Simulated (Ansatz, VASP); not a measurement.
ZnCu: VASP beside Ansatz

```
CELL_PARAMETERS angstrom
2.96263 0.00000 0.00000
0.00000 2.96263 0.00000
0.00000 0.00000 2.96263
ATOMIC_POSITIONS crystal
Zn 0.50000 0.50000 0.50000
Cu 0.00000 0.00000 0.00000
```

Alike in both runs: functional PBE; k mesh 14 × 14 × 14; occupations gaussian, width 0.1 eV; no spin polarisation.

Ansatz relaxed the structure, and its values are those at the end. VASP's run is a single point on that final structure, the one shown.

|  | VASP | Ansatz |
| --- | --- | --- |
| version | VASP 6.6.1 | Ansatz 0.2.0 |
| potentials or method | VASP PAW PBE potentials, release 64 (Zn, Cu) | scalar-relativistic, plane waves, PAW |
| plane-wave cutoff (eV) | 520 | 520 |
| valence electrons in the cell | 23 | 31 |

```tsv
	VASP	Ansatz	Ansatz less VASP
gap on the k mesh at the Fermi level (eV)	none	none	-
pressure (GPa)	0.6	0.0	-0.58
```

A gap of «none» marks a metal or a gap that the smearing closes. The two sets of potentials don't hold the same shells in valence.
